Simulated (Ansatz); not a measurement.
ScAl: moving Al off its site

ScAl, Pm-3m, a = 3.369 Å. The structure is a Materials Project entry; whether it is the stable form wasn't checked. Ansatz: r2SCAN, PAW, 500 eV, Γ-centred 12×12×12 mesh on 8 atoms, Gaussian smearing 0.15 eV; no spin polarisation.

```yaml
crystal:
  lattice:
    - [-3.36910, 3.36910, 3.36910]
    - [3.36910, -3.36910, 3.36910]
    - [3.36910, 3.36910, -3.36910]
  atoms:
    - { symbol: Sc, position: [0.50000, 0.50000, 0.50000] }
    - { symbol: Sc, position: [0.00000, 0.00000, 0.50000] }
    - { symbol: Sc, position: [0.00000, 0.50000, 0.00000] }
    - { symbol: Sc, position: [0.50000, 0.00000, 0.00000] }
    - { symbol: Al, position: [0.50000, 0.00000, 0.50000] }
    - { symbol: Al, position: [0.00000, 0.50000, 0.50000] }
    - { symbol: Al, position: [0.00000, 0.00000, 0.00000] }
    - { symbol: Al, position: [0.50000, 0.50000, 0.00000] }
```

Atom 5 (Al) moves by x along the unit vector (0.000, 1.000, 0.000), with its periodic images; all else is held. y is the free energy of the cell over the start, F the force along the path summed over the moved atoms. Symmetry makes y even in x.

```tsv
x (Å)	y (meV)	F (eV/Å)
-0.200	?	?
-0.120	44.8	0.74
-0.040	5.0	0.25
0.000	0.0	0.00
0.080	20.0	-0.50
0.140	60.9	-0.87
0.160	79.4	-0.99
0.180	100.4	-1.11
```

Q: Fit y = c2 x² + c4 x⁴ to the energies of the other rows, give the force constant, and predict energy and force of the missing row.

A: Least squares on the rows shown. y = 3122 x² − 736.7 x⁴. The force constant is 2 c2 = 6.24 eV/Å² (for all images moving together, not for a lone atom). The force −dy/dx at the missing row is 1.23 eV/Å (computed 1.23). At x = -0.200 the fit asked for gives 123.7 meV. The run gave 123.7 meV, the same to the digits shown.